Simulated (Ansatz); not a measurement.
Input of an Ansatz 0.2.0 run:

The input input.yaml:

```yaml
crystal:
  lattice:
    - [0.0, 1.737572933, 1.737572933]
    - [1.737572933, 0.0, 1.737572933]
    - [1.737572933, 1.737572933, 0.0]
  atoms:
    - { symbol: Ni, position: [0.0, 0.0, 0.0], spin: 1.0 }
hamiltonian:
  xc: pbesol
  pseudopotentials: { kind: paw }
magnetization:
  spin_polarized: true
  initial_magnetization: 1.0
  spin_locking: { lock_magnetization: hard }
kpoints:
  mp_grid: { grid: [11, 11, 11] }
scf:
  occupations: { method: fermi_dirac, width: 0.05 }
  lower_state_search: "off"
output:
  forces: true
  stress: true
  eigenvalues: true
```

Potentials or basis: Ansatz PAW.

Run with:

```bash
$ ansatz run input.yaml --threads 2 --pin off --max-ram 5632MiB --backend cpu --events-out ev --progress --plain --runs-dir out
```

(1) Predict the pressure.

Results:

(1) 1.3 GPa.

Caveat: the total moment is fixed, so each spin has its own Fermi level; the PAW data sets come from PBE, with cores solved anew for the run's functional, which leaves a small shift of forces and pressure; the thresholds are loose for stress.
